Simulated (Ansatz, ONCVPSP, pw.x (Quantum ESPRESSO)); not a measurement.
## What a changed setting does to a pw.x run (diamond Tc)

Potential: optimised norm-conserving Vanderbilt (ONCV), ONCVPSP 4.0.1, PBE; core [Ar] 3d10, reference 4s2 4p6 4d5.5 5s1.5; waves: 4s+5s: rc 1.75 bohr, ncon 4, nbas 9, qcut 6.4 1/bohr, 2 projectors; 4p: rc 1.65 bohr, ncon 4, nbas 7, qcut 7.1 1/bohr, 1 projector; 4d: rc 1.55 bohr, ncon 4, nbas 7, qcut 6.9 1/bohr, 2 projectors, debl 2.1 Ha; local part: polynomial inside 1.25 bohr (lpopt 5, dvloc0 -2 Ha); core correction: none.

The reference run (k-mesh 8³, cutoffs 80/320 Ry, Fermi–Dirac 0.01 Ry, mixing_beta 0.4, conv_thr 1e-9, no spin) gives -1.29 GPa at 21.271 Å³/atom, where all-electron LAPW gives -0.01 GPa. This run, with its own iteration cap, changes nbnd to 18.

```
&control
  calculation='scf', prefix='x', pseudo_dir='./', outdir='./tmp', tstress=.true., disk_io='none'
/
&system
  ibrav=0, nat=2, ntyp=1, ecutwfc=80, ecutrho=320, nbnd=18,
  occupations='smearing', smearing='fd', degauss=0.01
/
&electrons
  conv_thr=1e-09, mixing_beta=0.4, electron_maxstep=60
/
ATOMIC_SPECIES
Tc 1.0 Tc.UPF
CELL_PARAMETERS angstrom
  0.00000000 2.77074124 2.77074124
  2.77074124 0.00000000 2.77074124
  2.77074124 2.77074124 0.00000000
ATOMIC_POSITIONS crystal
Tc 0.0000 0.0000 0.0000
Tc 0.2500 0.2500 0.2500
K_POINTS automatic
8 8 8 0 0 0
```

```bash
pw.x < Tc.scf.in > Tc.scf.out
```

How does the run end?

It converges in 9 iterations; the free energy moves by +0.0 meV/atom and the pressure by +0.01 GPa. The result is that of the reference run.

```
Message from routine setup:
     using ibrav=0 with symmetry is DISCOURAGED, use correct ibrav instead
     lattice parameter (alat)  =       7.4047  a.u.
     unit-cell volume          =     287.0876 (a.u.)^3
     number of electrons       =        30.00
     number of Kohn-Sham states=           18
     kinetic-energy cutoff     =      80.0000  Ry
     charge density cutoff     =     320.0000  Ry
     scf convergence threshold =      1.0E-09
     Exchange-correlation= PBE
     number of k points=    29  Fermi-Dirac smearing, width (Ry)=  0.0100
     iteration #  1     ecut=    80.00 Ry     beta= 0.40
     total energy              =    -325.12629046 Ry
     estimated scf accuracy    <       0.05597241 Ry
     iteration #  2     ecut=    80.00 Ry     beta= 0.40
     total energy              =    -325.12429171 Ry
     estimated scf accuracy    <       0.01597050 Ry
     iteration #  3     ecut=    80.00 Ry     beta= 0.40
     total energy              =    -325.12505644 Ry
     estimated scf accuracy    <       0.00046131 Ry
     [... 3 iterations left out ...]
     iteration #  7     ecut=    80.00 Ry     beta= 0.40
     total energy              =    -325.12511508 Ry
     estimated scf accuracy    <       0.00000015 Ry
     iteration #  8     ecut=    80.00 Ry     beta= 0.40
     total energy              =    -325.12511510 Ry
     estimated scf accuracy    <          9.8E-09 Ry
     iteration #  9     ecut=    80.00 Ry     beta= 0.40
     the Fermi energy is    13.5710 ev
!    total energy              =    -325.12511510 Ry
     estimated scf accuracy    <          3.9E-10 Ry
     smearing contrib. (-TS)   =      -0.00931807 Ry
     The total energy is F=E-TS. E is the sum of the following terms:
     one-electron contribution =    -136.81959001 Ry
     hartree contribution      =      78.78659801 Ry
     xc contribution           =     -35.60019207 Ry
     ewald contribution        =    -231.48261295 Ry
     convergence has been achieved in   9 iterations
          total   stress  (Ry/bohr**3)                   (kbar)     P=      -12.77
     Message from routine punch:
     Nothing written, as per user request (disk_io='none')
```

The run took about 27 s on one core of a shared server CPU.
